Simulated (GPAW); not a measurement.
Runs of GPAW 26.7.0 on Si2Ni. Symmetry: Fm-3m, No. 225, cubic system. Conventional cell: a = 5.406 Å, b = 5.406 Å, c = 5.406 Å, α = 90.00°, β = 90.00°, γ = 90.00°. Around Ni (site symmetry m-3m) lie 8 Si at 2.34 Å. Si (site symmetry -43m) is surrounded by 4 Ni at 2.34 Å. 

```tsv
task	level	potentials or basis	spin	cell	k mesh	smearing	optimizer	fmax	max steps	convergence	band path	gap on the mesh (eV)	pressure (GPa)	moment (μB)	relaxed volume (Å³/atom)
relaxation of cell and atoms	PBEsol	PAW data sets generated in the run's folder for this functional, pw	collinear, ferromagnetic start	relaxed	7 × 7 × 7	fermi-dirac 0.05 eV	BFGS	0.02 eV/Å	60	density=1e-05 forces=0.0001	-	none	0.0	0.00	13.14
relaxation of cell and atoms	revPBE+D3(BJ)	the program's PAW data sets (release 1.2.1) made for this functional, pw	collinear, ferromagnetic start	relaxed	9 × 9 × 9	fermi-dirac 0.05 eV	LBFGS	0.05 eV/Å	60	density=1e-05 forces=0.0001	-	none	0.1	0.00	12.84
single point	PBE	GPAW PAW data sets (gpaw-data 1.2.1), pw	collinear, ferromagnetic start	as given	9 × 9 × 9	gaussian 0.019 eV	-	-	-	-	-	none	5.3	0.00	-
single point	PBE	GPAW PAW data sets (gpaw-data 1.2.1), pw	collinear, ferromagnetic start	as given	9 × 9 × 9	gaussian 0.026 eV	-	-	-	-	-	none	5.3	0.00	-
relaxation of cell and atoms	PBEsol+D3	PAW data sets generated in the run's folder for this functional, pw	collinear, ferromagnetic start	relaxed	7 × 7 × 7	fermi-dirac 0.05 eV	BFGS	0.02 eV/Å	60	density=1e-05 forces=0.0001	-	none	0.1	0.00	(b)
single point	PBE	GPAW PAW data sets (gpaw-data 1.2.1), pw	collinear, ferromagnetic start	as given	9 × 9 × 9	gaussian 0.012 eV	-	-	-	-	-	none	5.3	0.00	-
single point	PBE	GPAW PAW data sets (gpaw-data 1.2.1), pw	collinear, ferromagnetic start	as given	9 × 9 × 9	gaussian 0.016 eV	-	-	-	-	-	none	5.3	0.00	-
band structure	LDA	the program's PAW data sets (release 1.2.1) made for this functional, pw	collinear, ferromagnetic start	as given	9 × 9 × 9	fermi-dirac 0.05 eV	-	-	-	-	GXWKGLUWLK,UX	-	(a)	0.00	-
single point	PBE	GPAW PAW data sets (gpaw-data 1.2.1), pw	collinear, ferromagnetic start	as given	9 × 9 × 9	gaussian 0.022 eV	-	-	-	-	-	none	5.3	0.00	-
single point	WC	PAW data sets generated in the run's folder for this functional, pw	collinear, random start	as given	9 × 9 × 9	fermi-dirac 0.05 eV	-	-	-	-	-	none	0.9	0.00	-
band structure	revPBE	the program's PAW data sets (release 1.2.1) made for this functional, pw	collinear, ferromagnetic start	as given	9 × 9 × 9	fermi-dirac 0.05 eV	-	-	-	-	GXWKGLUWLK,UX	-	7.2	0.00	-
single point	LDA	the program's PAW data sets (release 1.2.1) made for this functional, pw	collinear, ferromagnetic start	as given	9 × 9 × 9	gaussian 0.05 eV	-	-	-	-	-	none	-3.3	0.00	-
```

Alike in all rows: cutoff (eV) 600.

Fill in the values left out.

(a) -3.4; (b) 12.87.

Caveats: the stock nickel data set gives pressures a few GPa off other programs; each step starts from the last one's moments, so a moment once lost doesn't come back (some runs); later steps reuse the first step's grids (some runs); pairwise dispersion overbinds metals, which lowers pressure and volume (some runs).

A k mesh can miss the band edges.

A gap of «none» marks a metal or a gap under the smearing width.

Not every run made on this cell is shown here.
